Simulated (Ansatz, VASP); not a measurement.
# Cross-check of Al96CN95 (C_N) between VASP and Ansatz, part 2 of 2

Wanted: the spread between two codes on one cell, functional and k mesh. The cell is taken from a series of runs on this material, whose earlier steps may have relaxed, scaled, displaced or heated it; both programs get it as it stands.

VASP 6.6.1 and Ansatz 0.2.0.

So far: The starting structure; Ansatz: single point, LDA.

### Step 3. VASP: single point, LDA

Level of this step: LDA, spin-polarised from a ferromagnetic start; plane waves and PAW (Al, N, C) (VASP).

The same cell, functional (in two slightly different forms), mesh and smearing now go to VASP, with its own data sets.

Lines of VASP's logs that name or quote its potential files are left out, and so is its time.

File INCAR:

```
SYSTEM = Al96CN95
PREC = Accurate
ENCUT = 520
EDIFF = 1E-06
NELM = 200
ISMEAR = -1
SIGMA = 0.01
LREAL = Auto
ALGO = Normal
GGA = CA
NBANDS = 517
ISPIN = 2
MAGMOM = 0 -0 0.01 0 -0 0 -0 -0 0 -0 0 0 0 -0 -0 -0 0 0 -0 -0 -0 0 0 0 0 0.02 0.01 -0 -0 0 0 -0 0 0 -0 0 -0 -0 0 0 0 0 0 -0 0 0 0 0 -0 -0 -0 0 0 0 -0 -0 0 0 0 0 -0 0 0 0 0 0 0 0 0 0 0 0 -0 0 -0 0 0 0 0 -0 -0 -0 0 0 0 -0 -0 0 0 0 0 0 0 0 0 0 0 0.02 -0 0.05 0.01 0 0 0 0 0 0 0 0 0 0 0 -0 0 0 0 0.01 0 0.01 0 0 0.02 0.05 0 0 0.01 0.06 0.01 0.01 0 0 0 0 0 0 0 0 0 -0 0.01 0 0.01 0 0 0 -0 0 0.01 0 0.01 0 0.01 0 0 0 0 0 0 0 0 0 0 0 0 0 0 0 0 0 -0 0 0 0 0 0 0 0 0 0 0 0 0 0 0 0 0 -0 0 0 0 0 0.3
LORBIT = 11
LWAVE = .FALSE.
LCHARG = .FALSE.
ISIF = 2
NUPDOWN = 1
LASPH = .TRUE.
GGA_COMPAT = .FALSE.
```

File POSCAR:

```
Al96CN95
1.0
   12.3550845635      0.0000000000      0.0000000000
   -6.1775422818     10.6998170979      0.0000000000
    0.0000000000      0.0000000000     14.8298143552
Al N C
96 95 1
Direct
    0.1660575136      0.0827731717      0.1646721264
    0.0830280295      0.1663345798      0.3322649396
    0.1627144879      0.0830169266      0.4982580532
    0.0831841711      0.1672946316      0.6657761027
[... 4 atom lines left out ...]
    0.1671750305      0.3334683807      0.4989321531
[... 10 atom lines left out ...]
    0.0827654915      0.9162945574      0.3323316884
    0.1674888307      0.8348473420      0.4986186977
    0.0833205179      0.9167657919      0.6655437580
[... 2 atom lines left out ...]
    0.4168897051      0.0827674495      0.1646584804
    0.3316491209      0.1630373834      0.3312383018
    0.4204725476      0.0830519725      0.4981725970
    0.3338740768      0.1676585563      0.6623953148
[... 2 atom lines left out ...]
    0.4163753837      0.3325829704      0.1654591135
    0.3333831746      0.4159758006      0.3332830545
    0.4188020985      0.3373886718      0.5017800646
    0.3335505315      0.4180659344      0.6665617371
[... 9 atom lines left out ...]
    0.3336850118      0.9162808189      0.3323060827
    0.4172386729      0.8330264783      0.4991272293
    0.3335710720      0.9167841560      0.6655164970
[... 3 atom lines left out ...]
    0.5835029495      0.1663459311      0.3322384103
[... 1 atom line left out ...]
    0.5842363660      0.1673127498      0.6657511195
[... 3 atom lines left out ...]
    0.5827751937      0.4159927401      0.3332841789
    0.6664761174      0.3334961188      0.4989253090
    0.5846624934      0.4180702479      0.6665642313
[... 16 atom lines left out ...]
    0.9155865887      0.0833780387      0.4991345518
[... 17 atom lines left out ...]
    0.9159248184      0.8330171343      0.4991361545
[... 4 atom lines left out ...]
    0.1647477752      0.0819862316      0.2913466914
    0.0800777415      0.1670033354      0.4593764194
    0.1651171435      0.0830302103      0.6270023297
[... 3 atom lines left out ...]
    0.1668149573      0.3332000475      0.2931576789
[... 1 atom line left out ...]
    0.1670286076      0.3338824077      0.6266079579
[... 9 atom lines left out ...]
    0.1667652799      0.8333744605      0.2929707342
    0.0810108799      0.9151366493      0.4595420218
    0.1669929206      0.8338593967      0.6262711141
[... 3 atom lines left out ...]
    0.4174431620      0.0819687923      0.2913234167
    0.4180195872      0.0830691017      0.6269241343
[... 3 atom lines left out ...]
    0.4162030552      0.3322207836      0.2930997492
    0.3340403481      0.4195338195      0.4603583445
    0.4186408382      0.3371316962      0.6294866333
[... 10 atom lines left out ...]
    0.3342639837      0.9151602034      0.4595214573
[... 5 atom lines left out ...]
    0.5870877578      0.1670295458      0.4593549354
[... 4 atom lines left out ...]
    0.6665647583      0.3332135372      0.2931505816
    0.5856819356      0.4195610496      0.4603587631
    0.6670073921      0.3338965796      0.6265998649
[... 38 atom lines left out ...]
    0.3341446746      0.1682734055      0.4628736545
```

File KPOINTS:

```
Automatic mesh
0
Gamma
1 1 1
0 0 0
```

The projector-augmented-wave data sets are Al, N and C (LDA family, release 64).

Launch:

```
$ export OMP_NUM_THREADS=3
$ mpirun -np 1 vasp_gam
```

Log:

```text
[banner, memory and clock lines left out]
running    1 mpi-ranks, on    1 nodes
[...]
Offloading initialized ...    1 GPUs detected
[...]
LDA part: xc-table for (Slater(with rela. corr.)+CA(PZ))
 , standard interpolation
 POSCAR, INCAR and KPOINTS ok, starting setup
[...]
entering main loop
       N       E                     dE             d eps       ncg     rms          rms(c)
DAV:   1     0.531360482500E+04    0.53136E+04   -0.40969E+05  2084   0.143E+03
DAV:   2    -0.124133718402E+04   -0.65549E+04   -0.62015E+04  2654   0.310E+02
DAV:   3    -0.180671525642E+04   -0.56538E+03   -0.55986E+03  2480   0.929E+01
DAV:   4    -0.181751953894E+04   -0.10804E+02   -0.10759E+02  2448   0.141E+01
[...]
DAV:  16    -0.157045956942E+04    0.90267E-05   -0.28176E-04  2408   0.228E-02    0.231E-02
DAV:  17    -0.157045956868E+04    0.73975E-06   -0.32696E-05  2424   0.804E-03    0.130E-02
DAV:  18    -0.157045956774E+04    0.93653E-06   -0.42717E-06  2104   0.289E-03
   1 F= -.15704596E+04 E0= -.15704595E+04  d E =-.163570E-03  mag=     0.9974
```

From OUTCAR (step 3):

```text
 magnetization (x)
# of ion       s       p       d       tot
------------------------------------------
    1        0.000   0.001   0.000   0.001
    2       -0.000  -0.000   0.000  -0.000
    3       -0.000   0.007   0.000   0.007
    4       -0.000   0.001   0.000   0.001
    5        0.000  -0.000   0.000  -0.000
    6       -0.000   0.000   0.000   0.000
[...]
190        0.000   0.000   0.000   0.000
  191        0.000   0.001   0.000   0.001
  192        0.009   0.246   0.000   0.255
--------------------------------------------------
tot          0.018   0.592   0.000   0.611
```

The run ends at a pressure of 1.00 GPa, with forces up to 0.53 eV/Å.

### Step 4. Comparison

Known differences besides the potentials themselves: VASP starts from the moments at which Ansatz ended; the two LDA forms differ slightly; the cutoff is 820 eV in Ansatz and 520 eV in VASP (PREC = Accurate, projectors in real space); VASP's log shows a relativistic correction to its local exchange, Ansatz's none; site moments are counted in spheres of each program's own size; Ansatz's log warns that its cutoff lies below the recommended one. Total energies have different zeros and are not compared.

The two programs side by side:

```
                             quantity  Ansatz  VASP  difference
total moment, fixed by the input (μB)    1.00  1.00        0.00
                  moment on C192 (μB)    0.30  0.26       +0.04
                  moment on N127 (μB)    0.06  0.06        0.00
```

### Step 5. Summary of results

```json
{
 "difference in moment on C192 (single point, LDA)": "0.041 μB"
}
```

In words: The difference in moment on C192 is 0.041 μB (single point, LDA). How closely two codes agree says nothing of how well the functional describes the real material.

[Lines on the potential files, build, host, timing and source positions are cut from VASP's logs without a mark.]

[Logs are printed without paths, hosts, clocks, repeated set-up lines and the standing remarks that a program may print on its own settings, such as how far it seeks lower states.]

[Hosts, paths, dates, database ids (printed as entryN), source tags and the programs' standing remarks are cut or masked in the printed files.]
